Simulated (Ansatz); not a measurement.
**CdF2: stable or not**

It comes from a database structure that was distorted and then relaxed.

Method: Ansatz, DFT PBE, scalar-relativistic, plane waves, PAW. The final run on the 3-atom cell used 420 eV, a Γ-centred 8×8×8 mesh, 0.02 eV smearing and no spin polarisation.

```
CELL_PARAMETERS angstrom
0.00000 2.74070 2.74070
2.74070 0.00000 2.74070
2.74070 2.74070 0.00000
ATOMIC_POSITIONS crystal
Cd 0.00000 0.00000 0.00000
F 0.25000 0.25000 0.25000
F 0.75000 0.75000 0.75000
```

The zero of energy is the elements' standard structures at the same level (F₂ as a molecule); no fitted shifts are applied.

Q: These tests were run: energy against the elements; phonons on a 2×2×2 q mesh; elastic tensor. What do they show?

A:

```json
{"test": "energy against the elements", "result": "−2.177 eV/atom"}
{"test": "phonons on a 2×2×2 q mesh", "result": "no imaginary mode on the mesh"}
{"test": "elastic tensor", "result": "least eigenvalue 16 GPa"}
```

It fails none of these tests. Competing phases weren't compared here.

The run for the phonons used an 8×8×8 k mesh. The run for the elastic tensor used an 8×8×8 k mesh.
